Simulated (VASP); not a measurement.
# KI (Fm-3m) in VASP: further runs, part 2 of 2

VASP 6.6.1. The steps go on from the part before.

### 5 Relaxation of the atoms, PBEsol (a relaxed cell with its volume scaled by 1.02)

File INCAR:

```
PREC = Accurate ; ENCUT = 600
EDIFF = 1E-7 ; ISMEAR = 0
SIGMA = 0.03 ; LREAL = False
LASPH = True ; NELM = 80
ALGO = Normal ; ISIF = 2
LWAVE = False ; LCHARG = False
GGA = PS ; IBRION = 2
NSW = 40 ; EDIFFG = -0.01
```

File KPOINTS:

```
Automatic mesh
0
Gamma
  8 8 8
```

File POSCAR:

```
KI                                      
1.0
    0.0000000000      3.5313560110      3.5313560110
    3.5313560110      0.0000000000      3.5313560110
    3.5313560110      3.5313560110      0.0000000000
  K               I             
     1     1
Direct
     0.0000000000000000    0.0000000000000000    0.0000000000000000
     0.5000000000000000    0.5000000000000000    0.5000000000000000
```

Potentials or basis: VASP PAW PBE potentials, release 64 (K_sv, I).

The run is started by

```sh
$ cat potpaw_PBE.64/K_sv/POTCAR potpaw_PBE.64/I/POTCAR > POTCAR
$ mpirun -np 1 vasp_std > vasp.out
```

OUTCAR:

```text
PREC = Accurate
   ENCUT = 600
   EDIFF = 1E-7
   ISMEAR = 0
   LREAL = False
   LASPH = True
   NELM = 80
   ISIF = 2
   GGA = PS
   IBRION = 2
   NSW = 40
   EDIFFG = -0.01

 ion  position               nearest neighbor table
   1  0.000  0.000  0.000-   2 3.53   2 3.53   2 3.53   2 3.53   2 3.53   2 3.53
   2  0.500  0.500  0.500-   1 3.53   1 3.53   1 3.53   1 3.53   1 3.53   1 3.53

  LATTYP: Found a face centered cubic cell.
 ALAT       =     7.0627120220

  Lattice vectors:

 A1 = (   0.0000000000,   3.5313560110,   3.5313560110)
 A2 = (   3.5313560110,   0.0000000000,   3.5313560110)
 A3 = (   3.5313560110,   3.5313560110,   0.0000000000)

Analysis of symmetry for initial positions (statically):
=====================================================================
 Subroutine PRICEL returns:
 Original cell was already a primitive cell.

 Routine SETGRP: Setting up the symmetry group for a
 face centered cubic supercell.

 Subroutine GETGRP returns: Found 48 space group operations
 (whereof 48 operations were pure point group operations)
 out of a pool of 48 trial point group operations.

The static configuration has the point symmetry O_h .

Analysis of symmetry for dynamics (positions and initial velocities):
=====================================================================
 Subroutine PRICEL returns:
 Original cell was already a primitive cell.

 Routine SETGRP: Setting up the symmetry group for a
 face centered cubic supercell.

 Subroutine GETGRP returns: Found 48 space group operations
 (whereof 48 operations were pure point group operations)
 out of a pool of 48 trial point group operations.

The dynamic configuration has the point symmetry O_h .

 Subroutine INISYM returns: Found 48 space group operations
 (whereof 48 operations are pure point group operations),
 and found     1 'primitive' translations

----------------------------------------------------------------------------------------

                                     Primitive cell

  volume of cell :      88.0754

  direct lattice vectors                    reciprocal lattice vectors
     0.000000000  3.531356011  3.531356011    -0.141588670  0.141588670  0.141588670
     3.531356011  0.000000000  3.531356011     0.141588670 -0.141588670  0.141588670
     3.531356011  3.531356011  0.000000000     0.141588670  0.141588670 -0.141588670

  length of vectors
     4.994091564  4.994091564  4.994091564     0.245238770  0.245238770  0.245238770

  position of ions in fractional coordinates (direct lattice)
     0.000000000  0.000000000  0.000000000
     0.500000000  0.500000000  0.500000000

  ion indices of the primitive-cell ions
   primitive index   ion index
                 1           1
                 2           2

----------------------------------------------------------------------------------------

 KPOINTS: Automatic mesh

Automatic generation of k-mesh.
 Grid dimensions read from file:
 generate k-points for:    8    8    8

 Generating k-lattice:

  Cartesian coordinates                     Fractional coordinates (reciprocal lattice)
    -0.017698584  0.017698584  0.017698584     0.125000000  0.000000000  0.000000000
     0.017698584 -0.017698584  0.017698584     0.000000000  0.125000000  0.000000000
[... 42 lines left out ...]
   total plane-waves  NPLWV =  64000
   dimension x,y,z NGX =    40 NGY =   40 NGZ =   40
   dimension x,y,z NGXF=    80 NGYF=   80 NGZF=   80
   ions per type =               1   1
   NGX,Y,Z   is equivalent  to a cutoff of  13.32, 13.32, 13.32 a.u.
   NGXF,Y,Z  is equivalent  to a cutoff of  26.63, 26.63, 26.63 a.u.
 SYSTEM =  unknown system
   PREC   = accura    normal or accurate (medium, high low for compatibility)
   ISTART =      0    job   : 0-new  1-cont  2-samecut
   ICHARG =      2    charge: 1-file 2-atom 10-const
   ISPIN  =      1    spin polarized calculation?
   LNONCOLLINEAR =      F non collinear calculations
   LSORBIT =      F    spin-orbit coupling
   LASPH  =      T    aspherical Exc in radial PAW
   ENCUT  =  600.0 eV  44.10 Ry    6.64 a.u.   9.97  9.97  9.97*2*pi/ulx,y,z
   NELM   =     80;   NELMIN=  2; NELMDL= -5     # of ELM steps
   EDIFF  = 0.1E-06   stopping-criterion for ELM
   LREAL  =      F    real-space projection
   EDIFFG = -.1E-01   stopping-criterion for IOM
   NSW    =     40    number of steps for IOM
   IBRION =      2    ionic relax: 0-MD 1-quasi-New 2-CG
   NFREE  =      1    steps in history (QN), initial steepest desc. (CG)
   ISIF   =      2    stress and relaxation
   ISYM   =      2    0-nonsym 1-usesym 2-fastsym
   POTIM  = 0.5000    time-step for ionic-motion
   TEBEG  =    0.0;   TEEND  =   0.0 temperature during run
   PSTRESS=    0.0 pullay stress
   NELECT =      16.0000    total number of electrons
   NUPDOWN=      -1.0000    fix difference up-down
   EMIN   =  10.00;   EMAX   =-10.00  energy-range for DOS
   EFERMI =   0.00;   METHOD = LEGACY
   ISMEAR =     0;   SIGMA  =   0.03  broadening in eV -4-tet -1-fermi 0-gaus
   EFERMI_NEDOS =   21; number of points for ismear=-14 and -15
   IALGO  =     38    algorithm
   IMIX   =      4    mixing-type and parameters
     AMIX     =   0.40;   BMIX     =  1.00
     AMIX_MAG =   1.60;   BMIX_MAG =  1.00
  volume/ion in A,a.u.               =      44.04       297.18
  Fermi-wavevector in a.u.,A,eV,Ry     =   0.927178  1.752113 11.696382  0.859660
  Thomas-Fermi vector in A             =   2.053220
   LORBIT       =      0    0 simple, 1 ext, 2 COOP (PROOUT), +10 PAW based schemes
   GGA     = PS    functional components
   LHFCALC =     F    Hartree Fock is set to
   AEXX    =    0.0000 exact exchange contribution
   IVDW    =     0    specifies the selected vdW correction
   LEPSILON=     F    determine dielectric tensor
   LRPA    =     F    only Hartree local field effects (RPA)
 conjugate gradient relaxation of ions
 non-spin polarized calculation
 Gauss-broadening in eV      SIGMA  =   0.03
  energy-cutoff  :      600.00
  volume of cell :       88.08
 maximum number of plane-waves:      2954
   NGX = 19   NGY = 19   NGZ = 19

 number of electron      15.9999999 magnetization

 Free energy of the ion-electron system (eV)
  ---------------------------------------------------
  ext. energy  EPLUGINS =         0.00000000
  ---------------------------------------------------
  free energy    TOTEN  =        -5.81476336 eV

  energy without entropy =       -5.81476336  energy(sigma->0) =       -5.81476336

 E-fermi :  -0.2841     XC(G=0):  -7.3467

 val. band max:       -0.5024124138   @ k =   0.0000   0.0000   0.0000
 cond. band min:       3.3143573367   @ k =   0.0000   0.0000   0.0000
 fundamental gap:      3.8167697505
 Fermi energy:        -0.2841085234

 k-point     1 :       0.0000    0.0000    0.0000
  band No.  band energies     occupation
      1     -28.8259      2.00000
      2     -12.3789      2.00000
      3     -12.3789      2.00000
      4     -12.3789      2.00000
      5     -11.0414      2.00000
      6      -0.5024      2.00000
      7      -0.5024      2.00000
      8      -0.5024      2.00000
      9       3.3144      0.00000
     10       5.9254      0.00000
     11       5.9254      0.00000
     12       5.9254      0.00000
[... 331 lines left out ...]
 k-point    24 :      -0.3750    0.2500    0.1250
  band No.  band energies     occupation
      1     -28.8234      2.00000
      2     -12.4980      2.00000
      3     -12.3969      2.00000
      4     -12.3880      2.00000
      5     -10.7883      2.00000
      6      -1.6361      2.00000
      7      -1.0603      2.00000
      8      -0.8982      2.00000
      9       5.4135      0.00000
     10       6.2501      0.00000
     11       6.8068      0.00000
     12       7.7082      0.00000

 [... further k-points ...]

------------------------ aborting loop because EDIFF is reached ----------------------------------------

  FORCE on cell =-STRESS in cart. coord.  units (eV):
  Direction    XX          YY          ZZ          XY          YZ          ZX
  --------------------------------------------------------------------------------------
  -------------------------------------------------------------------------------------
  Total       -0.1278202     -0.1278202     -0.1278202     -0.0000000     -0.0000000      0.0000000
  in kB       -2.3251741     -2.3251741     -2.3251741     -0.0000000     -0.0000000      0.0000000
  external PRESSURE =      -2.3251741 kB  Pullay stress =       0.0000000 kB

 VOLUME and BASIS-vectors are now :
 -----------------------------------------------------------------------------
  energy-cutoff  :      600.00
  volume of cell :       88.08
      direct lattice vectors                 reciprocal lattice vectors
     0.000000000  3.531356011  3.531356011    -0.141588670  0.141588670  0.141588670
     3.531356011  0.000000000  3.531356011     0.141588670 -0.141588670  0.141588670
     3.531356011  3.531356011  0.000000000     0.141588670  0.141588670 -0.141588670

 POSITION                                       TOTAL-FORCE (eV/Angst)
 -----------------------------------------------------------------------------------
      0.00000      0.00000      0.00000         0.000000     -0.000000     -0.000000
      3.53136      3.53136      3.53136        -0.000000      0.000000      0.000000
 -----------------------------------------------------------------------------------
    total drift:                                0.000000     -0.000000     -0.000000

  FREE ENERGIE OF THE ION-ELECTRON SYSTEM (eV)
  ---------------------------------------------------
  free  energy   TOTEN  =        -5.8147633647 eV

  energy  without entropy=       -5.8147633647  energy(sigma->0) =       -5.81476336

 reached required accuracy - stopping structural energy minimisation
```

OSZICAR:

```text
N       E                     dE             d eps       ncg     rms          rms(c)
DAV:   1     0.986913289905E+02    0.98691E+02   -0.70320E+03   696   0.126E+03
DAV:   2     0.783368006476E+00   -0.97908E+02   -0.92266E+02   848   0.257E+02
DAV:   3    -0.552065122758E+01   -0.63040E+01   -0.62797E+01   884   0.603E+01
DAV:   4    -0.589903357810E+01   -0.37838E+00   -0.37796E+00  1332   0.126E+01
DAV:   5    -0.590005317684E+01   -0.10196E-02   -0.10196E-02   872   0.733E-01    0.292E+00
DAV:   6    -0.581744069911E+01    0.82612E-01   -0.11467E-01   856   0.244E+00    0.211E+00
DAV:   7    -0.581019067903E+01    0.72500E-02   -0.12339E-01   860   0.217E+00    0.863E-01
DAV:   8    -0.581455223204E+01   -0.43616E-02   -0.15890E-02   860   0.107E+00    0.226E-01
DAV:   9    -0.581445533282E+01    0.96899E-04   -0.65862E-04   916   0.175E-01    0.998E-02
DAV:  10    -0.581475852058E+01   -0.30319E-03   -0.49337E-04   836   0.130E-01    0.898E-02
DAV:  11    -0.581476157959E+01   -0.30590E-05   -0.74829E-05   884   0.549E-02    0.124E-02
DAV:  12    -0.581476227071E+01   -0.69112E-06   -0.42167E-06   888   0.211E-02    0.107E-02
DAV:  13    -0.581476317624E+01   -0.90553E-06   -0.10747E-06   852   0.790E-03    0.440E-03
DAV:  14    -0.581476335244E+01   -0.17620E-06   -0.19840E-07   852   0.373E-03    0.996E-04
DAV:  15    -0.581476336472E+01   -0.12280E-07   -0.83099E-09   568   0.789E-04
   1 F= -.58147634E+01 E0= -.58147634E+01  d E =-.581476E+01
```

Wall time 36 s (1 thread of Intel Xeon Platinum 8488C (Sapphire Rapids), shared host); peak memory 0.25 GiB.

What came out:

- Free energy: -5.8148 eV
- Pressure after relaxing: -0.2 GPa
- Band gap on the k mesh: 3.82 eV, direct

Final structure:
```
K I
1.0
     0.00000    3.53136    3.53136
     3.53136    0.00000    3.53136
     3.53136    3.53136    0.00000
K I
1 1
Cartesian
  0.0000 0.0000 0.0000
  3.5314 3.5314 3.5314
```

Levels at points of the mesh, in eV from the valence-band top:
```
           k point  band 6  band 7  band 8  band 9  band 10  band 11
(0.00, 0.00, 0.00)    0.00    0.00    0.00    3.82     6.43     6.43
(0.50, 0.00, 0.00)   -1.35   -0.34   -0.34    5.39     7.61     8.07
(0.50, 0.50, 0.00)   -1.02   -0.37   -0.37    4.82     5.68     8.07
```

Caveat: the relaxation stopped at its first step, so nothing moved; the PAW data sets were made with another functional, which shifts forces and pressure a little; spin-orbit coupling is left out, which moves the levels of the heavy elements. A k mesh can miss the band edges.

### 6 Relaxation of the atoms, PBEsol (a relaxed cell with its volume scaled by 1.04)

INCAR is that of step 5.

KPOINTS is that of step 5.

File POSCAR:

```
KI                                      
1.0
    0.0000000000      3.5542875367      3.5542875367
    3.5542875367      0.0000000000      3.5542875367
    3.5542875367      3.5542875367      0.0000000000
  K               I             
     1     1
Direct
     0.0000000000000000    0.0000000000000000    0.0000000000000000
     0.5000000000000000    0.5000000000000000    0.5000000000000000
```

Potentials or basis: VASP PAW PBE potentials, release 64 (K_sv, I).

The run is started by

```sh
$ cat potpaw_PBE.64/K_sv/POTCAR potpaw_PBE.64/I/POTCAR > POTCAR
$ mpirun -np 1 vasp_std > vasp.out
```

OUTCAR:

```text
PREC = Accurate
   ENCUT = 600
   EDIFF = 1E-7
   ISMEAR = 0
   LREAL = False
   LASPH = True
   NELM = 80
   ISIF = 2
   GGA = PS
   IBRION = 2
   NSW = 40
   EDIFFG = -0.01

 ion  position               nearest neighbor table
   1  0.000  0.000  0.000-   2 3.55   2 3.55   2 3.55   2 3.55   2 3.55   2 3.55
   2  0.500  0.500  0.500-   1 3.55   1 3.55   1 3.55   1 3.55   1 3.55   1 3.55

  LATTYP: Found a face centered cubic cell.
 ALAT       =     7.1085750734
[... 553 lines left out ...]

  FORCE on cell =-STRESS in cart. coord.  units (eV):
  Direction    XX          YY          ZZ          XY          YZ          ZX
  --------------------------------------------------------------------------------------
  -------------------------------------------------------------------------------------
  Total       -0.2439332     -0.2439332     -0.2439332     -0.0000000      0.0000000     -0.0000000
  in kB       -4.3520489     -4.3520489     -4.3520489     -0.0000000      0.0000000     -0.0000000
  external PRESSURE =      -4.3520489 kB  Pullay stress =       0.0000000 kB

 VOLUME and BASIS-vectors are now :
 -----------------------------------------------------------------------------
  energy-cutoff  :      600.00
  volume of cell :       89.80
      direct lattice vectors                 reciprocal lattice vectors
     0.000000000  3.554287537  3.554287537    -0.140675169  0.140675169  0.140675169
     3.554287537  0.000000000  3.554287537     0.140675169 -0.140675169  0.140675169
     3.554287537  3.554287537  0.000000000     0.140675169  0.140675169 -0.140675169

 POSITION                                       TOTAL-FORCE (eV/Angst)
 -----------------------------------------------------------------------------------
      0.00000      0.00000      0.00000        -0.000000     -0.000000     -0.000000
      3.55429      3.55429      3.55429         0.000000      0.000000      0.000000
 -----------------------------------------------------------------------------------
    total drift:                                0.000000     -0.000000     -0.000000

  FREE ENERGIE OF THE ION-ELECTRON SYSTEM (eV)
  ---------------------------------------------------
  free  energy   TOTEN  =        -5.8111978281 eV

  energy  without entropy=       -5.8111978281  energy(sigma->0) =       -5.81119783

 reached required accuracy - stopping structural energy minimisation
```

OSZICAR:

```text
N       E                     dE             d eps       ncg     rms          rms(c)
DAV:   1     0.103576759503E+03    0.10358E+03   -0.71562E+03   696   0.127E+03
DAV:   2     0.132626072252E+01   -0.10225E+03   -0.95748E+02   816   0.267E+02
DAV:   3    -0.548607115062E+01   -0.68123E+01   -0.67753E+01   900   0.630E+01
DAV:   4    -0.589842291868E+01   -0.41235E+00   -0.41193E+00  1304   0.129E+01
DAV:   5    -0.589952274630E+01   -0.10998E-02   -0.10998E-02   912   0.743E-01    0.280E+00
DAV:   6    -0.581403254972E+01    0.85490E-01   -0.11908E-01   844   0.245E+00    0.203E+00
DAV:   7    -0.580625209586E+01    0.77805E-02   -0.12435E-01   864   0.214E+00    0.857E-01
DAV:   8    -0.581096139102E+01   -0.47093E-02   -0.15723E-02   856   0.105E+00    0.221E-01
DAV:   9    -0.581087165517E+01    0.89736E-04   -0.65080E-04   904   0.169E-01    0.980E-02
DAV:  10    -0.581119642600E+01   -0.32477E-03   -0.51923E-04   824   0.134E-01    0.879E-02
DAV:  11    -0.581119579051E+01    0.63549E-06   -0.74162E-05   856   0.530E-02    0.119E-02
DAV:  12    -0.581119673514E+01   -0.94464E-06   -0.45123E-06   892   0.216E-02    0.113E-02
DAV:  13    -0.581119763839E+01   -0.90325E-06   -0.10369E-06   824   0.838E-03    0.427E-03
DAV:  14    -0.581119782151E+01   -0.18312E-06   -0.19977E-07   868   0.380E-03    0.103E-03
DAV:  15    -0.581119782813E+01   -0.66211E-08   -0.11105E-08   560   0.902E-04
   1 F= -.58111978E+01 E0= -.58111978E+01  d E =-.581120E+01
```

Run time: 36 s. Hardware: 1 thread of Intel Xeon Platinum 8488C (Sapphire Rapids), shared host; peak memory 0.25 GiB.

What came out:

```
Free energy             : -5.8112 eV
Pressure after relaxing : -0.4 GPa
Band gap on the k mesh  : 3.78 eV, direct
```

Final structure:
```yaml
crystal:
  lattice:
    - [0.00000, 3.55429, 3.55429]
    - [3.55429, 0.00000, 3.55429]
    - [3.55429, 3.55429, 0.00000]
  atoms:
    - { symbol: K, position: [0.00000, 0.00000, 0.00000] }
    - { symbol: I, position: [0.50000, 0.50000, 0.50000] }
```

Caveat: the relaxation stopped at its first step, so nothing moved; the PAW data sets were made with another functional, which shifts forces and pressure a little; spin-orbit coupling is left out, which moves the levels of the heavy elements.

### 7 The runs side by side

```tsv
cell	gap on the mesh (eV)	pressure (GPa)
atoms relaxed from: a relaxed cell with its volume scaled by 0.96	3.95	0.5
atoms relaxed from: a relaxed cell with its volume scaled by 0.98	3.90	0.3
atoms relaxed	3.86	0.0
atoms relaxed from: a relaxed cell with its volume scaled by 1.02	3.82	-0.2
atoms relaxed from: a relaxed cell with its volume scaled by 1.04	3.78	-0.4
```

Alike in all rows: task relaxation of the atoms; level PBEsol; potentials or basis VASP PAW PBE potentials, release 64 (K_sv, I); no spin polarisation; k mesh 8 × 8 × 8; cutoff (eV) 600; smearing gaussian 0.03 eV.

Caveats: the relaxation stopped at its first step, so nothing moved; the PAW data sets were made with another functional, which shifts forces and pressure a little; spin-orbit coupling is left out, which moves the levels of the heavy elements.

Absolute energies hang on the potentials; compare differences alone.

### 8 Against experiment

Step 4. A measured gap of KI is 6.32 eV (a printed reference work, monograph); the calculated 3.86 eV misses it by -2.46 eV. Spin-orbit coupling on I is left out. The value is that of PBEsol on a finite k mesh, which can miss the band edges, without temperature or zero-point motion. Semilocal functionals fall short of measured gaps as a rule.
